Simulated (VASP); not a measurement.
Crystal: Rh.

```xyz
2
Lattice="2.7310 0.0000 0.0000 -1.3655 2.3651 0.0000 0.0000 0.0000 4.4285" Properties=species:S:1:pos:R:3 pbc="T T T"
Rh    0.0000    1.5767    1.1071
Rh    1.3655    0.7884    3.3214
```

This isn't the form of Rh at room conditions, which is fcc.

| Property | Result |
| --- | --- |
| Program | VASP 6.6.1 |
| Task | relaxation of cell and atoms |
| Functional | PBEsol |
| Potentials or basis | VASP PAW PBE potentials, release 64 (Rh_pv) |
| Cutoff | 600 eV |
| k mesh | 10 × 10 × 6 |
| Occupations | fermi-dirac, width 0.05 eV |
| Spin | no spin polarisation |

At the start: pressure -13.8 GPa; volume 14.30 Å³/atom.

**Question.** Where does the relaxation end?

**Answer.** Over 6 steps the energy falls by 34.5 meV/atom and the volume is 13.54 Å³/atom (-5.3 %); space group P6_3/mmc (No. 194, to 0.05 Å).

Step by step:
```
step  energy change (eV)  largest force (eV/Å)  pressure (GPa)  volume (Å³)
   1              0.0000                0.0000          -13.83        28.60
   2              0.4122                0.0000           53.18        23.79
   3             -0.0686                0.0000           -0.74        27.17
   4             -0.0688                0.0000           -0.13        27.11
   5             -0.0688                0.0000            0.19        27.08
   6             -0.0689                0.0000            0.20        27.08
```

Final structure:
```
CELL_PARAMETERS angstrom
2.67814 0.00000 0.00000
-1.33907 2.31934 0.00000
0.00000 0.00000 4.35944
ATOMIC_POSITIONS crystal
Rh 0.33333 0.66667 0.25000
Rh 0.66667 0.33333 0.75000
```

Caveat: the PAW data sets were made with another functional, which shifts forces and pressure a little.
